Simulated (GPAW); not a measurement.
# CuAu (P4/mmm) in GPAW: reference runs

Reference runs on CuAu: the cell as given and a disturbed copy.

All numbers are computed with GPAW 26.7.0; they aren't measurements. Logs are shortened: lines on timing, memory, paths and dates and some standing lists are left out, and cuts for length are marked. The log counts tension as positive stress, the text compression.

## (1) The structure

Symmetry: P4/mmm, No. 123, tetragonal system. Conventional cell: a = 2.811 Å, b = 2.811 Å, c = 3.685 Å, α = 90.00°, β = 90.00°, γ = 90.00°. Au (site symmetry 4/mmm) has 8 Cu at 2.71 Å and 4 Au at 2.81 Å as nearest neighbours. Cu (site symmetry 4/mmm) has 8 Au at 2.71 Å and 4 Cu at 2.81 Å as nearest neighbours.

## (2) Single point, PBE

run.py

```python
from ase import Atoms
from ase.dft.bandgap import bandgap
from ase.io import write
from ase.units import Bohr, GPa
from gpaw import GPAW, PW
from gpaw.elf import elf_from_dft_calculation

atoms = Atoms(['Au', 'Cu'],
              cell=[[2.8107494552, 0.0, 0.0],
                    [0.0, 2.8107494552, 0.0],
                    [0.0, 0.0, 3.685]],
              scaled_positions=[[0.0, 0.0, 0.0],
                                [0.5, 0.5, 0.5]],
              pbc=True)

calc = GPAW(mode=PW(600),
            xc='PBE',
            kpts={'size': (9, 9, 7), 'gamma': True},
            occupations={'name': 'fermi-dirac', 'width': 0.05},
            nbands=23,
            convergence={'density': 1e-05, 'energy': 1e-05},
            maxiter=150,
            txt='gpaw.txt')
atoms.calc = calc
energy = atoms.get_potential_energy()
forces = atoms.get_forces()
stress = atoms.get_stress()
calc.write('gs.gpw')
write('result.traj', atoms)
print(f'Energy: {energy:.6f} eV')
print('Forces (eV/A):')
print(forces.round(4))
print('Stress (GPa):', (stress / GPa).round(3))
print('Fermi level:', round(calc.get_fermi_level(), 4), 'eV')
print(f'Gap: {bandgap(calc)[0]:.4f} eV, direct: {bandgap(calc, direct=True)[0]:.4f} eV')

# fields on the real-space grid
write('density.cube', atoms, data=calc.get_pseudo_density() * Bohr**3)
write('potential.cube', atoms, data=calc.get_electrostatic_potential())
write('elf.cube', atoms, data=elf_from_dft_calculation(calc).data)
```

Potentials or basis: GPAW PAW data sets (gpaw-data 1.2.1), pw.

Started as:

```bash
> OMP_NUM_THREADS=1 python run.py
```

gpaw.txt:

```text
__  _  _
 | _ |_)|_||  |
 |__||  | ||/\| - 26.7.0

Input parameters:
  mode=PW(ecut=600.0),
  convergence={'density': 1e-05, 'energy': 1e-05},
  kpts=MonkhorstPack(size=(9, 9, 7), gamma=True),
  maxiter=150,
  nbands=23,
  occupations=Occupations(name='fermi-dirac', width=0.05),
  xc=XC(name='PBE')

Diagonalizing LCAO Hamiltonian
Converting LCAO to pw mode
   .------.
  /|      |
 * |      |
 | |  Cu  |
 | |      |
 | .------.
 |/      /
 Au-----*

Atoms  # Å, Bohr magnetons
|   | symbol |        x |        y |        z |    initial magnetic moments |
|---|--------|----------|----------|----------|-----------------------------|
| 0 |     Au | 0.000000 | 0.000000 | 0.000000 | ( 0.0000,  0.0000,  0.0000) |
| 1 |     Cu | 1.405375 | 1.405375 | 1.842500 | ( 0.0000,  0.0000,  0.0000) |

Unit cell  # Å
| periodic |        x |        y |        z |  lengths |    angles |
|----------|----------|----------|----------|----------|-----------|
|      yes | 2.810749 | 0.000000 | 0.000000 | 2.810749 | 90.000000 |
|      yes | 0.000000 | 2.810749 | 0.000000 | 2.810749 | 90.000000 |
|      yes | 0.000000 | 0.000000 | 3.685000 | 3.685000 | 90.000000 |

Number of symmetries: 16
Symmetry operations  # r_c * U_cc + t_c -> r_c
|    | kind |            matrix            |
|----|------|------------------------------|
|  0 |  E   |  1, 0, 0,  0, 1, 0,  0, 0, 1 |
|  1 |  σ   |  1, 0, 0,  0, 1, 0,  0, 0,-1 |
|  2 |  σ   |  1, 0, 0,  0,-1, 0,  0, 0, 1 |
|  3 |  C2  |  1, 0, 0,  0,-1, 0,  0, 0,-1 |
|  4 |  σ   |  0, 1, 0,  1, 0, 0,  0, 0, 1 |
|  5 |  C2  |  0, 1, 0,  1, 0, 0,  0, 0,-1 |
|  6 |  C4  |  0, 1, 0, -1, 0, 0,  0, 0, 1 |
|  7 |  S4  |  0, 1, 0, -1, 0, 0,  0, 0,-1 |
|  8 |  C4  |  0,-1, 0,  1, 0, 0,  0, 0, 1 |
|  9 |  S4  |  0,-1, 0,  1, 0, 0,  0, 0,-1 |
| 10 |  σ   |  0,-1, 0, -1, 0, 0,  0, 0, 1 |
| 11 |  C2  |  0,-1, 0, -1, 0, 0,  0, 0,-1 |
| 12 |  σ   | -1, 0, 0,  0, 1, 0,  0, 0, 1 |
| 13 |  C2  | -1, 0, 0,  0, 1, 0,  0, 0,-1 |
| 14 |  C2  | -1, 0, 0,  0,-1, 0,  0, 0, 1 |
| 15 |  i   | -1, 0, 0,  0,-1, 0,  0, 0,-1 |

BZ-sampling:
  Number of BZ points: 567
  Number of IBZ points: 60

  Monkhorst-Pack size: [9, 9, 7]
  Monkhorst-Pack shift: [0, 0, 0]

K-points  # in reciprocal-cell coordinates
|     |                                coordinates |     weight |
|-----|--------------------------------------------|------------|
|   0 | (  0.00000000,   0.00000000,   0.00000000) | 0.00176367 |
|   1 | (  0.00000000,   0.00000000,   0.14285714) | 0.00352734 |
|   2 | (  0.00000000,   0.00000000,   0.28571429) | 0.00352734 |
|   3 | (  0.00000000,   0.00000000,   0.42857143) | 0.00352734 |
|   4 | (  0.11111111,   0.00000000,   0.00000000) | 0.00705467 |
|   5 | (  0.11111111,   0.00000000,   0.14285714) | 0.01410935 |
|   6 | (  0.11111111,   0.00000000,   0.28571429) | 0.01410935 |
|   7 | (  0.11111111,   0.00000000,   0.42857143) | 0.01410935 |
|   8 | (  0.11111111,   0.11111111,   0.00000000) | 0.00705467 |
|   9 | (  0.11111111,   0.11111111,   0.14285714) | 0.01410935 |
| ... |                                            |            |
|  59 | (  0.44444444,   0.44444444,   0.42857143) | 0.01410935 |

Plane wave coefficients: 991
Cutoff: 600.0 eV

Spin-components: 1 (collinear spins)
Bands:           23
Projectors:      12
Spin-degeneracy: 2
Datatype:        complex128

Parallelization:
  kpt:    1
  domain: 1
  band:   1

Density:
  Valence electrons: 22.0
  Components: 1
  Grid points: [16 16 21]
  Charge: 0.0  # |e|

Potential:
  Grid points: [16 16 21]

species:
  Au:
    name:    Gold
    Z:       79.0
    valence: 11
    core:    68
    charge:  0.0  # [|e|]
    compensation charges:
      type: gauss
      rc: 0.42  # [Å]
      lmax: 2
    cutoffs:
      filter: 2.33  # [Å]
      core: 2.81  # [Å]
    projectors
    | kind |    occ | energy [eV] | rcut [Å] |
    |------|--------|-------------|----------|
    |   6s |  1.000 |      -5.728 |    1.323 |
    |   6p |  0.000 |      -0.775 |    1.323 |
    |   5d | 10.000 |      -6.891 |    1.323 |
    |    s |        |      21.484 |    1.323 |
    |    p |        |      26.436 |    1.323 |
    |    d |        |      20.321 |    1.323 |

    Using partial waves for Au as LCAO basis

  Cu:
    name:    Copper
    Z:       29.0
    valence: 11
    core:    18
    charge:  0.0  # [|e|]
    compensation charges:
      type: gauss
      rc: 0.33  # [Å]
      lmax: 2
    cutoffs:
      filter: 2.06  # [Å]
      core: 2.43  # [Å]
    projectors
    | kind |    occ | energy [eV] | rcut [Å] |
    |------|--------|-------------|----------|
    |   4s |  1.000 |      -4.609 |    1.164 |
    |   4p |  0.000 |      -0.698 |    1.164 |
    |   3d | 10.000 |      -5.039 |    1.058 |
    |    s |        |      22.603 |    1.164 |
    |    p |        |      26.513 |    1.164 |
    |    d |        |      22.172 |    1.058 |

    Using partial waves for Cu as LCAO basis

Reference energy: -561619.722950  # eV

eigensolver:
  PPCG
  Converge bands: occupied
  niter=2

density mixing:
  MSR1-Mixer
  Pratt-step length: 0.05
  Maximum mixing coefficient: 0.75
  Old densities: 10
  SVD Regularization: 0.005
  Good broyden scale: 1.0
  Trust region scale: 1.0
  Backstep threshold: 4.0
  History deletion threshold: 6.0
  Fourier metric: weight=20.0, sigma=0.015

occupation numbers:
  Fermi-Dirac:
    width: 0.0500  # eV

poisson solver:
  ecut: 4800.0  # eV

xc functional:
  name: PBE with 2 nearest neighbor stencil

convergence criteria:
- Maximum integral of absolute [dens]ity change: 1e-05 electrons / valence electron
- Maximum [total energy] change in last 3 cyles: 1e-05 eV / valence electron
- Maximum integral of absolute [eigenst]ate change: 4e-08 eV^2 / valence electron
maximum number of iterations: 150

SCF iterations
|iter     | |      energy | eigst |  dens |
|---------|-|-------------|-------|-------|
|iter:   1| |   -7.964420 | -0.24 |       |
|iter:   2| |   -7.652210 | -2.71 | -1.00 |
|iter:   3| |   -7.028943 | -2.02 | -1.07 |
|iter:   4| |   -6.939379 | -2.80 | -1.56 |
|iter:   5| |   -6.930512 | -4.34 | -2.04 |
|iter:   6| |   -6.926016 | -4.14 | -2.22 |
|iter:   7| |   -6.925984 | -5.78 | -3.00 |
|iter:   8| |   -6.925985c| -6.00 | -3.37 |
|iter:   9| |   -6.925984c| -7.80c| -4.27 |
|iter:  10| |   -6.925984c| -7.80c| -4.79 |
|iter:  11| |   -6.925984c| -8.45c| -5.36c|

Converged in 11 steps
Energy contributions relative to reference atoms: (reference = -561619.722950)

Energy contributions:
  Kinetic:         -16.993602
  Coulomb:          13.182899
  Zero:              0.222075
  External:          0.000000
  Xc:               -3.335373
  Entropy:          -0.003966
  Spinorbit:         0.000000
  ----------------------------
  Free energy:      -6.927967
  Extrapolated:     -6.925984

dipole moment: (-9.701105, -9.701105, -12.718519)  # |e|*Ang

Fermi level: 9.185
Eigenvalues  # (at kpt = [0.000, 0.000, 0.000])
| band index |      eig [eV] | occ [0-2] |
|------------|---------------|-----------|
|          0 |        -0.556 |     2.000 |
|        ... |               |           |
|          3 |         5.146 |     2.000 |
|          4 |         5.146 |     2.000 |
|          5 |         6.197 |     2.000 |
|          6 |         6.395 |     2.000 |
|          7 |         7.079 |     2.000 |
|          8 |         7.528 |     2.000 |
[... 8 lines left out ...]
|         17 |        27.755 |     0.000 |
|         18 |        30.812 |     0.000 |
|        ... |               |           |
|         22 |        36.445 |     0.000 |

No gap
No difference between direct/indirect transitions

Forces  # eV/Ang
|       x |       y |       z |
|---------|---------|---------|
| 0.00000 | 0.00000 | 0.00000 |  # Au   0
| 0.00000 | 0.00000 | 0.00000 |  # Cu   1

Stress tensor  # eV/Ang^3
|         x |         y |         z |
|-----------|-----------|-----------|
| -0.042791 |  0.000000 |  0.000000 |
|  0.000000 | -0.042791 |  0.000000 |
|  0.000000 |  0.000000 | -0.036613 |

# Writing to gs.gpw (mode='')
```

Run time: 23 s. Hardware: 1 thread of Arm Neoverse V1, shared host; peak memory 0.16 GiB.

What came out:

- Free energy: -6.9280 eV
- Pressure: 6.5 GPa
- Band gap on the k mesh: none (metal or under the smearing width)

Stress tensor (GPa, compression positive):
```
6.86 0.00 0.00
0.00 6.86 0.00
0.00 0.00 5.87
```

Caveat: with these Cu and Au data sets, volumes or pressures lay over 1.5 % or 2 GPa off other programs in two to four cells of ten.

## (3) Single point, PBE (atoms moved at random, drawn with an rms of 0.05 Å)

run.py

```python
from ase.dft.bandgap import bandgap
from ase.io import read, write
from ase.units import GPa
from gpaw import GPAW, PW

atoms = read('CuAu.xyz')

calc = GPAW(mode=PW(600),
            xc='PBE',
            kpts={'size': (9, 9, 7), 'gamma': True},
            occupations={'name': 'fermi-dirac', 'width': 0.05},
            nbands=23,
            convergence={'density': 1e-05, 'energy': 1e-05},
            maxiter=150,
            txt='gpaw.txt')
atoms.calc = calc
energy = atoms.get_potential_energy()
forces = atoms.get_forces()
stress = atoms.get_stress()
calc.write('gs.gpw')
write('result.traj', atoms)
print(f'Energy: {energy:.6f} eV')
print('Forces (eV/A):')
print(forces.round(4))
print('Stress (GPa):', (stress / GPa).round(3))
print('Fermi level:', round(calc.get_fermi_level(), 4), 'eV')
print(f'Gap: {bandgap(calc)[0]:.4f} eV, direct: {bandgap(calc, direct=True)[0]:.4f} eV')
```

CuAu.xyz

```xyz
2
Lattice="2.8107494552 0.0000000000 0.0000000000 0.0000000000 2.8107494552 0.0000000000 0.0000000000 0.0000000000 3.6850000000" Properties=species:S:1:pos:R:3 pbc="T T T"
Au    -0.0198438912      0.0088651038     -0.0573865050
Cu     1.3957169925      1.3764521157      1.8232016550
```

Potentials or basis: GPAW PAW data sets (gpaw-data 1.2.1), pw.

Started as:

```bash
> OMP_NUM_THREADS=1 python run.py
```

Wall time 1.7 min (1 thread of Arm Neoverse V1, shared host); peak memory 0.29 GiB.

The run converged. Its results:

* Free energy: -6.9196 eV
* Pressure: 6.7 GPa
* Largest force: 0.324 eV/Å
* Band gap on the k mesh: none (metal or under the smearing width)

Forces on the atoms (eV/Å):
```
Au   0.039 -0.143  0.288
Cu  -0.039  0.143 -0.288
```

Stress tensor (GPa, compression positive):
```
 7.07 -0.02  0.05
-0.02  7.02 -0.18
 0.05 -0.18  6.11
```

Levels at points of the mesh, in eV from the Fermi level:
```tsv
k point	band 9	band 10	band 11	band 12	band 13	band 14
(0.00, 0.00, 0.00)	-1.66	-1.44	-1.43	2.16	8.07	10.24
```

Caveat: with these Cu and Au data sets, volumes or pressures lay over 1.5 % or 2 GPa off other programs in two to four cells of ten. The run has no spin-orbit coupling, so splittings on Au are missing.
